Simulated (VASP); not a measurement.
Wanted: the native input for a VASP 6.6.1 run.

- Task: single point
- Functional: LDA
- Potentials or basis: VASP PAW LDA potentials, release 64 (Nb_sv)
- Cutoff: 520 eV
- k mesh: 5 × 5 × 5
- Occupations: fermi-dirac, width 0.3 eV
- Spin: no spin polarisation
- Dipole correction: no
- Further INCAR settings: ALGO = Fast; EDIFF = 1e-06; NBANDS = 12

The structure of Nb lies in POSCAR:

```
Nb
1.0
    0.0000000000      2.1150000000      2.1150000000
    2.1150000000      0.0000000000      2.1150000000
    2.1150000000      2.1150000000      0.0000000000
Nb
1
Direct
    0.0000000000      0.0000000000      0.0000000000
```

This isn't the form of Nb at room conditions, which is bcc.

The input as run:

INCAR

```
SYSTEM = Nb
ALGO     = Fast           ! electronic algorithm
EDIFF    = 1E-6           ! SCF threshold, eV
ENCUT    = 520            ! plane-wave cutoff, eV
ISIF     = 2              ! what is computed and relaxed
ISMEAR   = -1             ! smearing method
LASPH    = .TRUE.         ! aspherical terms in the spheres
LCHARG   = .FALSE.        ! write CHGCAR
LREAL    = .FALSE.        ! projectors in reciprocal space
LWAVE    = .FALSE.        ! write WAVECAR
NBANDS   = 12             ! bands
NELM     = 100            ! most SCF steps
PREC     = Accurate       ! precision mode
SIGMA    = 0.3            ! smearing width, eV
```

KPOINTS

```
k-points
0
G
  5 5 5
  0 0 0
```

Potentials or basis: VASP PAW LDA potentials, release 64 (Nb_sv).

Run with:

```bash
$ cat potpaw_LDA.64/Nb_sv/POTCAR > POTCAR
$ mpirun -np 1 vasp_std > vasp.out
```

It gave:

```json
{
  "Pressure": "-9.9 GPa",
  "Band gap on the k mesh": "none (metal or under the smearing width)"
}
```

Caveat: the k mesh is coarse (spacing up to 0.51 Å⁻¹), so the values aren't converged.

Run time: 6.7 s on 1 thread of Intel(R) Xeon(R) Platinum 8488C (Sapphire Rapids), on a shared host, peak memory 0.11 GiB.
